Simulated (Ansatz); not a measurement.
Molecular dynamics of Zr16O33

The input (input.yaml):

```yaml
accuracy: low
crystal:
  lattice:
    - [-5.1477, -5.2096, 0.0]
    - [5.1477, -5.2096, 0.0]
    - [-1.702732, 0.0, 10.495577]
  atoms:
    - { symbol: Zr, position: [0.33842068, 0.61940058, 0.10766459] }
    - { symbol: Zr, position: [0.86384489, 0.59374093, 0.14498842] }
    - { symbol: Zr, position: [0.65579781, 0.38531687, 0.39245994] }
    - { symbol: Zr, position: [0.13352216, 0.41382026, 0.35462569] }
    - { symbol: O, position: [0.28497821, 0.36486738, 0.16431299] }
    - { symbol: O, position: [0.60987045, 0.53735013, 0.08817502] }
    - { symbol: O, position: [0.71551426, 0.64324419, 0.33804327] }
    - { symbol: O, position: [0.38714038, 0.47241898, 0.4132446] }
    - { symbol: O, position: [0.89341314, 0.35118008, 0.23781413] }
    - { symbol: O, position: [0.09605439, 0.64449304, 0.01408236] }
    - { symbol: O, position: [0.10526381, 0.65643512, 0.26354264] }
    - { symbol: O, position: [0.90266241, 0.35477961, 0.48669808] }
    - { symbol: Zr, position: [0.33998165, 0.61400726, 0.60728204] }
    - { symbol: Zr, position: [0.87117997, 0.57244968, 0.64419071] }
    - { symbol: Zr, position: [0.65721465, 0.38379715, 0.89547278] }
    - { symbol: Zr, position: [0.13414293, 0.40635524, 0.85716695] }
    - { symbol: O, position: [0.28687664, 0.36152854, 0.66509296] }
    - { symbol: O, position: [0.6138314, 0.5362305, 0.59011992] }
    - { symbol: O, position: [0.71048151, 0.63751378, 0.83783073] }
    - { symbol: O, position: [0.38585654, 0.46368102, 0.91550342] }
    - { symbol: O, position: [0.89277879, 0.34318351, 0.7384907] }
    - { symbol: O, position: [0.09407139, 0.6431931, 0.51410093] }
    - { symbol: O, position: [0.09921469, 0.64935973, 0.76371919] }
    - { symbol: O, position: [0.90013995, 0.35562586, 0.98763238] }
    - { symbol: Zr, position: [0.83890142, 0.11901149, 0.1074891] }
    - { symbol: Zr, position: [0.36468923, 0.09295923, 0.1466709] }
    - { symbol: Zr, position: [0.15919203, 0.88946569, 0.39375913] }
    - { symbol: Zr, position: [0.63387764, 0.9124591, 0.35872024] }
    - { symbol: O, position: [0.78337539, 0.8636673, 0.16280862] }
    - { symbol: O, position: [0.10954071, 0.03836329, 0.08822871] }
    - { symbol: O, position: [0.21699581, 0.14371014, 0.33661934] }
    - { symbol: O, position: [0.89373067, 0.98089794, 0.40370479] }
    - { symbol: O, position: [0.39426119, 0.85026512, 0.23872033] }
    - { symbol: O, position: [0.59481334, 0.1449554, 0.01468816] }
    - { symbol: O, position: [0.60560182, 0.15521731, 0.26044416] }
    - { symbol: O, position: [0.39506342, 0.86121909, 0.48642209] }
    - { symbol: Zr, position: [0.83927192, 0.121917, 0.59565655] }
    - { symbol: Zr, position: [0.37402649, 0.08502671, 0.64439252] }
    - { symbol: Zr, position: [0.15463299, 0.88191937, 0.89608485] }
    - { symbol: Zr, position: [0.62520262, 0.91117904, 0.86465644] }
    - { symbol: O, position: [0.79942997, 0.86152039, 0.67379088] }
    - { symbol: O, position: [0.1096251, 0.04061162, 0.58639815] }
    - { symbol: O, position: [0.21230589, 0.13589608, 0.83755512] }
    - { symbol: O, position: [0.88343181, 0.9606292, 0.91384449] }
    - { symbol: O, position: [0.38604526, 0.84298564, 0.74404442] }
    - { symbol: O, position: [0.58558663, 0.1663968, 0.50520066] }
    - { symbol: O, position: [0.60457139, 0.15009967, 0.76595082] }
    - { symbol: O, position: [0.39828518, 0.85656111, 0.99125482] }
    - { symbol: O, position: [0.6661068, 0.89282579, 0.58705166] }
magnetization:
  spin_polarized: true
basis:
  ecutwfc: 420.0
kpoints:
  mp_grid: { grid: [1, 1, 1] }
hamiltonian:
  xc: pbesol
  pseudopotentials: { kind: paw, azcp: { folder: soft_1 } }
scf:
  occupations: { method: fermi_dirac, width: 0.05 }
  lower_state_search: "off"
md:
  timestep: 1
  n_steps: 300
  ensemble: nve
  temperature: 1800.0
  initial_velocities: maxwell_boltzmann
  seed: 685290
```

Run as:

```bash
$ ansatz run input.yaml --threads 4 --pin off --max-ram 10240MiB --backend cpu --events-out ev --progress --plain --runs-dir out
```

It starts from a relaxed structure.

Output, in part (step lines):

```
md step     0: t =     0.00 fs  T =  1800.0 K  F+E_penalty+E_count = -84650.49957544 eV  E_kin = 11.168064 eV  conserved = -84639.33151154 eV  (13 SCF iters)
md step     1: t =     1.00 fs  T =  1789.3 K  F+E_penalty+E_count = -84650.43317108 eV  E_kin = 11.101812 eV  conserved = -84639.33135879 eV  (8 SCF iters)
md step     2: t =     2.00 fs  T =  1757.7 K  F+E_penalty+E_count = -84650.23641979 eV  E_kin = 10.905498 eV  conserved = -84639.33092207 eV  (8 SCF iters)
md step     3: t =     3.00 fs  T =  1706.2 K  F+E_penalty+E_count = -84649.91655340 eV  E_kin = 10.586345 eV  conserved = -84639.33020876 eV  (8 SCF iters)
md step     4: t =     4.00 fs  T =  1636.9 K  F+E_penalty+E_count = -84649.48538452 eV  E_kin = 10.156153 eV  conserved = -84639.32923193 eV  (8 SCF iters)
md step     5: t =     5.00 fs  T =  1552.3 K  F+E_penalty+E_count = -84648.95905297 eV  E_kin = 9.631039 eV  conserved = -84639.32801353 eV  (8 SCF iters)
md step     6: t =     6.00 fs  T =  1455.6 K  F+E_penalty+E_count = -84648.35760026 eV  E_kin = 9.031010 eV  conserved = -84639.32658992 eV  (8 SCF iters)
md step     7: t =     7.00 fs  T =  1350.5 K  F+E_penalty+E_count = -84647.70430991 eV  E_kin = 8.379293 eV  conserved = -84639.32501671 eV  (8 SCF iters)
[... lines left out ...]
```

The steps, from the saved trajectory:

| time (fs) | T (K) | potential energy less start (eV) | conserved less start (meV/atom) |
| --- | --- | --- | --- |
| 0 | 1800 | 0.000 | 0.00 |
| 10 | 1027 | 4.807 | 0.23 |
| 20 | 660 | 7.086 | 0.20 |
| 30 | 744 | 6.561 | 0.15 |
| 40 | 695 | 6.865 | 0.20 |
| 50 | 860 | 5.840 | 0.16 |
| 60 | 902 | 5.580 | 0.17 |
| 70 | 937 | 5.362 | 0.16 |
| 80 | 914 | 5.507 | 0.18 |
| 90 | 976 | 5.120 | 0.16 |
| 100 | 1017 | 4.866 | 0.17 |
| 110 | 1029 | 4.790 | 0.16 |
| 120 | 904 | 5.567 | 0.17 |
| 130 | 802 | 6.200 | 0.20 |
| 140 | 867 | 5.795 | 0.16 |
| 150 | 803 | 6.193 | 0.20 |
| 160 | 884 | 5.691 | 0.16 |
| 170 | 871 | 5.770 | 0.18 |
| 180 | 929 | 5.410 | 0.17 |
| 190 | 996 | 4.997 | 0.15 |
| 200 | 854 | 5.879 | 0.20 |
| 210 | 928 | 5.422 | 0.18 |
| 220 | 1068 | 4.550 | 0.14 |
| 230 | 867 | 5.799 | 0.20 |
| 240 | 878 | 5.728 | 0.17 |
| 250 | 906 | 5.556 | 0.16 |
| 260 | 793 | 6.255 | 0.19 |
| 270 | 868 | 5.789 | 0.18 |
| 280 | 955 | 5.248 | 0.16 |
| 290 | 958 | 5.233 | 0.18 |
| 300 | 983 | 5.079 | 0.16 |

The run went to its last step. The conserved energy stayed within 0.29 meV per atom of its start (net change 0.16 meV per atom), so the integration is sound. Over the second half the temperature averaged 0.51 of the 1800 K drawn at the start: a run that starts near a minimum puts about half its kinetic energy into the potential. A run of 0.3 ps of so small a system gives no equilibrium averages. Limits of this set-up: coarse k mesh, PAW files made for another functional, a small cell, in which the defect meets its images, a typed lattice constant that wasn't relaxed here, low accuracy level.

Mean squared displacements from the first frame to the last, about the centre of mass: Zr 0.02 Å², O 0.05 Å².

Last frame:

```xyz
49
Lattice="-5.1477 -5.2096 0.0000 5.1477 -5.2096 0.0000 -1.7027 0.0000 10.4956" Properties=species:S:1:pos:R:3
Zr 1.103 -5.010 1.068
Zr -1.667 -7.636 1.504
Zr -2.033 -5.271 3.986
Zr 0.836 -2.848 3.756
O 0.175 -3.192 1.804
O -0.671 -5.834 0.984
O -1.004 -7.077 3.671
O -0.293 -4.324 4.332
O -3.278 -6.533 2.405
O 2.930 -3.864 0.151
O 2.527 -3.969 2.660
O -3.638 -6.465 4.935
Zr 0.367 -5.099 6.430
Zr -2.574 -7.553 6.618
Zr -3.010 -5.477 9.293
Zr 0.052 -2.870 8.965
O -0.897 -3.560 7.056
O -1.578 -5.905 6.216
O -1.825 -7.143 8.865
O -1.186 -4.429 9.686
O -4.145 -6.460 7.678
O 1.803 -3.960 5.277
O 1.548 -3.780 8.050
O -4.492 -6.627 10.306
Zr -3.804 -4.946 1.218
Zr -1.726 -2.370 1.644
Zr 3.054 -5.332 4.088
Zr 0.910 -7.923 3.754
O 0.126 -8.707 1.540
O -0.466 -0.835 0.857
O -1.047 -1.815 3.535
O -0.121 -9.690 4.273
O 1.941 -6.380 2.504
O -2.303 -3.884 0.093
O -2.675 -3.905 2.790
O 1.555 -6.479 5.080
Zr -4.590 -5.030 6.266
Zr -2.448 -2.407 6.881
Zr 2.215 -5.471 9.544
Zr -0.050 -8.114 9.071
O -1.116 -8.828 7.309
O -1.275 -0.630 6.173
O -1.770 -1.958 8.724
O -1.004 -9.679 9.686
O 1.257 -6.252 7.756
O -3.083 -3.745 5.340
O -3.616 -3.887 7.997
O 0.661 -6.619 10.452
O -0.576 -8.108 6.177
```

The run took 14 min on 4 threads of Arm Neoverse V2, on a shared host, peak memory 1 GiB.
